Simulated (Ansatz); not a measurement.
ZnS, DFT, PBEsol, PAW with Ansatz's default frozen-core files, scalar-relativistic (Ansatz 0.2.0), run on 1 thread of Intel(R) Xeon(R) 6975P-C (Granite Rapids) on a shared host.

The cell is COD entry 9008878, as deposited and not checked against the literature; nothing was relaxed. It differs from other determinations. The listed cell was then made from it by scaling, straining or moving an atom.

Command: `ansatz run input.yaml --threads 1 --pin off --max-ram 6144MiB --backend cpu --events-out ev --progress --plain --runs-dir out`

```yaml
crystal:
  lattice:
    - [3.8109987816, 0.0, 0.0]
    - [-1.9054993908, 3.3004217586, 0.0]
    - [0.0, 0.0, 6.04698]
  atoms:
    - { symbol: Zn, position: [0.3333333333, 0.6666666667, 0.0] }
    - { symbol: Zn, position: [0.6666666667, 0.3333333333, 0.5] }
    - { symbol: S, position: [0.3333333333, 0.6666666667, 0.385] }
    - { symbol: S, position: [0.6666666667, 0.3333333333, 0.885] }
kpoints:
  mp_grid: { grid: [8, 8, 5] }
scf:
  occupations: { method: fermi_dirac, width: 0.03 }
hamiltonian:
  xc: pbesol
  pseudopotentials: { kind: paw }
output:
  forces: true
  stress: true
  eigenvalues: true
  efg: { contact_densities: true }
  write_density: true
  write_potential: true
  elf: true
  volumetric_format: npy
```

(1) How large is the problem that the program sets up?

(2) Estimate the wall time and the peak memory.

(3) And the same cell and mesh by all-electron PAW (datasets made for this crystal), asked for forces, stress, eigenvalues, efg, on the same hardware?

Answers

(1) 30 irreducible k-points, 1461 plane waves at Γ, 22 bands.

(2) 5 s of wall time for 7 SCF iterations, with a peak of 0.4 GiB. Times on shared machines scatter by tens of per cent.

(3) 11 s, peak memory 0.65 GiB.
